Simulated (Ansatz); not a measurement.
Hf under changes of volume

One of the cells (23.523 Å³/atom); the others are scaled copies at fixed shape and fractional positions:

```
Hf
1.0
    -1.80500    1.80500    1.80500
     1.80500   -1.80500    1.80500
     1.80500    1.80500   -1.80500
Hf
1
Direct
  0.00000 0.00000 0.00000
```

This isn't the form of Hf at room conditions, which is hcp.

```yaml
Program: Ansatz 0.2.0
Functional: PBEsol
Potentials_or_basis: Ansatz PAW
Cutoff: "420 eV (not typed: the program's choice for these potentials)"
k_mesh: 10 × 10 × 10
Occupations: fermi-dirac, width 0.05 eV
Spin: no spin polarisation
```

```csv
volume (Å³/atom),energy over the lowest point (meV/atom),pressure (GPa)
22.112,0.00,-3.8
22.582,14.09,-5.7
23.052,33.65,-7.4
23.523,58.18,-9.0
23.993,87.22,-10.4
24.464,120.25,-11.7
24.934,?,?
```

Task: What does the run at 24.934 Å³/atom give?

Result: Energy over the lowest point 156.85 meV/atom; pressure -12.9 GPa.

Worked out: A Birch-Murnaghan fit of order 3 (a polynomial in V^(-2/3)) to the other rows has no minimum within the range. It gives 156.88 meV/atom at 24.934 Å³/atom, against the run's 156.85, and -dE/dV = -13.1 GPa, against -12.9.

Energies are extrapolated to zero smearing.

Caveats: the PAW data sets come from PBE, with cores solved anew for the run's functional, which leaves a small shift of forces and pressure.
